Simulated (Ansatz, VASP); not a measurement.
One calculation of NaI, two programs

```
I Na
1.0
     0.00000    3.23640    3.23640
     3.23640    0.00000    3.23640
     3.23640    3.23640    0.00000
I Na
1 1
Direct
  0.50000 0.50000 0.50000
  0.00000 0.00000 0.00000
```

Alike in both runs: functional revPBE; k mesh 4 × 4 × 4; occupations fermi-dirac, width 0.05 eV; no spin polarisation.

|  | VASP | Ansatz |
| --- | --- | --- |
| version | VASP 6.6.1 | Ansatz 0.2.0 |
| potentials or method | VASP PAW PBE potentials, release 64 (I, Na_pv) | Ansatz PAW |
| plane-wave cutoff (eV) | 520 | 420 |
| valence electrons in the cell | 14 | 26 |
| task | single point | band structure |

```tsv
	VASP	Ansatz	Ansatz less VASP
gap on the k mesh at the Fermi level (eV)	3.86	3.86	+0.005
least direct gap on the mesh (eV)	3.86	3.86	+0.005
pressure (GPa)	1.5	1.5	-0.01
```

The two sets of potentials don't hold the same shells in valence.

Caveats: the k mesh is coarse (spacing up to 0.42 Å⁻¹), so the values aren't converged; spin-orbit coupling is left out, which moves the levels of the heavy elements; the PAW data sets were made with another functional, which shifts forces and pressure a little (VASP); the PAW data sets come from PBE, with cores solved anew for the run's functional, which leaves a small shift of forces and pressure (Ansatz). Expect the measured gap to be larger: semilocal functionals such as revPBE lack the derivative discontinuity.
